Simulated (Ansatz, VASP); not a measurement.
Cr: VASP beside Ansatz

File INCAR:

```
SYSTEM = Cr
PREC     = Accurate       ! precision mode
ENCUT    = 520            ! plane-wave cutoff, eV
EDIFF    = 1E-7           ! SCF threshold, eV
ISMEAR   = -1             ! smearing method
SIGMA    = 0.1            ! smearing width, eV
LREAL    = .FALSE.        ! projectors in reciprocal space
LASPH    = .TRUE.         ! aspherical terms in the spheres
NELM     = 100            ! most SCF steps
ALGO     = Normal         ! electronic algorithm
ISIF     = 2              ! what is computed and relaxed
LWAVE    = .FALSE.        ! write WAVECAR
LCHARG   = .TRUE.         ! write CHGCAR
GGA      = RE             ! functional
LELF     = .TRUE.         ! ELF
LVHAR    = .TRUE.       
NBANDS   = 19             ! bands
```

File KPOINTS:

```
regular mesh
0
G
  16 16 8
  0 0 0
```

POSCAR

```
Cr
1.0
    2.5349637386      0.0000000000      0.0000000000
   -1.2674818693      2.1953429953      0.0000000000
    0.0000000000      0.0000000000      4.5277013025
Cr
2
Direct
    0.3333333333      0.6666666667      0.2500000000
    0.6666666667      0.3333333333      0.7500000000
```

Input for Ansatz:

```yaml
crystal:
  lattice:
    - [2.5349637386, 0.0, 0.0]
    - [-1.2674818693, 2.1953429953, 0.0]
    - [0.0, 0.0, 4.5277013025]
  atoms:
    - { symbol: Cr, position: [0.3333333333, 0.6666666667, 0.25] }
    - { symbol: Cr, position: [0.6666666667, 0.3333333333, 0.75] }
hamiltonian:
  xc: revpbe
  pseudopotentials:
    kind: paw
    azcp:
      Cr: "pseudopotentials/Cr.paw.azcp"
basis:
  ecutwfc: 420
  fft_grid_basis: typed
kpoints:
  mp_grid: { grid: [16, 16, 8], shift: [0, 0, 0] }
magnetization:
  spin_polarized: false
scf:
  occupations: { method: fermi_dirac, width: 0.1 }
  lower_state_search: "off"
output:
  stress: true
  write_density: true
  write_potential: true
  elf: true
  volumetric_format: npy
```

Alike in both runs: task single point; functional revPBE; k mesh 16 × 16 × 8; occupations fermi-dirac, width 0.1 eV; no spin polarisation.

|  | VASP | Ansatz |
| --- | --- | --- |
| version | VASP 6.6.1 | Ansatz 0.2.0 |
| potentials or method | VASP PAW PBE potentials, release 64 (Cr_pv) | plane waves (420 eV) with PAW, scalar-relativistic |
| plane-wave cutoff (eV) | 520 | 420 |
| valence electrons in the cell | 24 | 28 |

Ansatz gave:

| Property | Result |
| --- | --- |
| pressure (GPa) | -8.1 |
| largest component of the traceless stress (GPa) | 0.55 |

Task: What did VASP give for the same quantities?

Result: Pressure (GPa): -8.4; largest component of the traceless stress (GPa): 0.63.

The two sets of potentials don't hold the same shells in valence.

Caveats: the PAW data sets were made with another functional, which shifts forces and pressure a little (VASP); the run has no spin polarisation, though such a crystal can be magnetic. Spin polarisation is off, so any magnetic state and its effect on volume and gap are missing.
